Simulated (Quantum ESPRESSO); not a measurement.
CoO under changes of volume

One of the cells (9.684 Å³/atom); the others are scaled copies at fixed shape and fractional positions:

```
CELL_PARAMETERS angstrom
0.00000 2.13150 2.13150
2.13150 0.00000 2.13150
2.13150 2.13150 0.00000
ATOMIC_POSITIONS crystal
Co 0.00000 0.00000 0.00000
O 0.50000 0.50000 0.50000
```

| Property | Result |
| --- | --- |
| Program | Quantum ESPRESSO 7.5 |
| Functional | PBE |
| Potentials or basis | SSSP 1.3 efficiency PBE |
| Cutoff | 748 eV |
| Density cutoff | 5987 eV |
| k mesh | 11 × 11 × 11 |
| Occupations | fermi-dirac, width 0.05 eV |
| Spin | collinear spin, ferromagnetic start |
| Starting moments | [2.0, 0.0] μB |

```tsv
volume (Å³/atom)	energy over the lowest point (meV/atom)	pressure (GPa)	moment (μB per cell)
9.103	15.01	9.9	2.88
9.297	5.24	5.7	2.94
9.490	0.25	1.8	2.97
9.684	0.00	-1.9	2.99
9.878	4.15	-5.3	3.00
10.071	12.24	-8.3	3.00
10.265	?	?	?
```

**Question.** What does the run at 10.265 Å³/atom give?

**Answer.** Energy over the lowest point 23.90 meV/atom; pressure -11.1 GPa; moment 3.00 μB per cell.

Worked out: A Birch-Murnaghan fit of order 3 (a polynomial in V^(-2/3)) to the other rows has its minimum at 9.60 Å³/atom with B0 = V·E''(V) = 184 GPa (rough, since the energies scatter). It gives 24.30 meV/atom at 10.265 Å³/atom, against the run's 23.90, and -dE/dV = -11.5 GPa, against -11.1. A parabola through the other rows of the moment, of slope -0.127 μB per Å³/atom there, extrapolates to 2.98 μB, against the run's 3.00.

Energies are extrapolated to zero smearing.

Caveats: a cell with one magnetic atom can't hold antiferromagnetic order, which such compounds often take.
